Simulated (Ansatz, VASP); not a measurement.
**Ru: VASP beside Ansatz**

File INCAR:

```
PREC     = Accurate       # precision mode
ENCUT    = 520            # plane-wave cutoff, eV
EDIFF    = 1E-6           # SCF threshold, eV
ISMEAR   = -1             # smearing method
SIGMA    = 0.1            # smearing width, eV
LREAL    = False          # projectors in reciprocal space
LASPH    = True           # aspherical terms in the spheres
NELM     = 60             # most SCF steps
ALGO     = Normal         # electronic algorithm
ISIF     = 2              # what is computed and relaxed
LWAVE    = False          # write WAVECAR
LCHARG   = True           # write CHGCAR
GGA      = RE             # functional
LELF     = True           # ELF
LVHAR    = True         
NBANDS   = 28             # bands
```

The input KPOINTS:

```
regular mesh
0
Gamma
  10 10 13
```

File POSCAR:

```
Ru
1.0
    4.2842224358      0.0000000000      0.0000000000
   -2.1421112179      3.7102454649      0.0000000000
    0.0000000000      0.0000000000      2.6935429790
Ru
3
Direct
    0.0000000000      0.0000000000      0.0000000000
    0.3333333333      0.6666666667      0.5000000000
    0.6666666667      0.3333333333      0.5000000000
```

Input for Ansatz:

```yaml
crystal:
  lattice:
    - [4.2842224358, 0.0, 0.0]
    - [-2.1421112179, 3.7102454649, 0.0]
    - [0.0, 0.0, 2.693542979]
  atoms:
    - { symbol: Ru, position: [0.0, 0.0, 0.0] }
    - { symbol: Ru, position: [0.3333333333, 0.6666666667, 0.5] }
    - { symbol: Ru, position: [0.6666666667, 0.3333333333, 0.5] }
hamiltonian:
  xc: revpbe
  pseudopotentials:
    kind: paw
    azcp:
      Ru: "pseudopotentials/Ru.paw.azcp"
basis:
  ecutwfc: 420
  fft_grid_basis: typed
kpoints:
  mp_grid: { grid: [10, 10, 13], shift: [0, 0, 0] }
magnetization:
  spin_polarized: false
scf:
  occupations: { method: fermi_dirac, width: 0.1 }
  lower_state_search: "off"
output:
  stress: true
```

Alike in both runs: task single point; functional revPBE; k mesh 10 × 10 × 13; occupations fermi-dirac, width 0.1 eV; no spin polarisation.

|  | VASP | Ansatz |
| --- | --- | --- |
| version | VASP 6.6.1 | Ansatz 0.2.0 |
| potentials or method | VASP PAW PBE potentials, release 64 (Ru_pv) | plane waves (420 eV) with PAW, scalar-relativistic |
| plane-wave cutoff (eV) | 520 | 420 |
| valence electrons in the cell | 42 | 48 |

|  | VASP | Ansatz | Ansatz less VASP |
| --- | --- | --- | --- |
| pressure (GPa) | 0.0 | 0.0 | +0.02 |
| largest component of the traceless stress (GPa) | 0.26 | 0.35 | +0.096 |

The two sets of potentials don't hold the same shells in valence.

Caveats: the PAW data sets were made with another functional, which shifts forces and pressure a little (VASP).
